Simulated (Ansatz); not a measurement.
# GaN: how the axes shrink under pressure

GaN, P6_3mc, a = 3.183 Å, c = 5.184 Å. Ansatz: r2SCAN, PAW, 500 eV, Γ-centred 12×12×6 mesh on 4 atoms, Gaussian smearing 0.02 eV; no spin polarisation. Cell and atoms are relaxed at each pressure, and no other structure is tried; the real crystal is known to change phase within this range, so the rows at high pressure are metastable. y = 100 ln(c/c0) with c0 = 5.1836 Å, so nearly a change in per cent. The pressures are the targets, met within 0.06 GPa.

| P (GPa) | y | 100 ln(a/a0) |
| --- | --- | --- |
| -3.0 | ? | ? |
| 0.0 | 0.00 | 0.00 |
| 3.0 | -0.50 | -0.49 |
| 8.0 | -1.25 | -1.26 |
| 15.0 | -2.20 | -2.21 |
| 30.0 | -3.92 | -3.96 |
| 60.0 | -6.54 | -6.70 |

**Question.** Fit y = c1 P + c2 P² to the other rows, give the linear compressibility along c, and predict the missing y.

**Answer.** Least squares on the rows shown. y = −0.1563 P + 0.0007907 P². The linear compressibility along c is −c1/100 = 1.56 per TPa, against 1.56 along a from the same fit to the last column (its missing entry is 0.52): the crystal is about as stiff along both at low pressure. The runs next to zero pressure give 1.71 and 1.69, so a parabola over the whole range misstates the start. With a term in P³ added, the coefficient of P becomes -0.1674, 7 % more, which shows how far this figure hangs on the form. At P = -3.0 the fit asked for gives 0.48. The run gave 0.53, so the fit is 0.05 too low, within twice the rms miss on the fitted rows (0.04).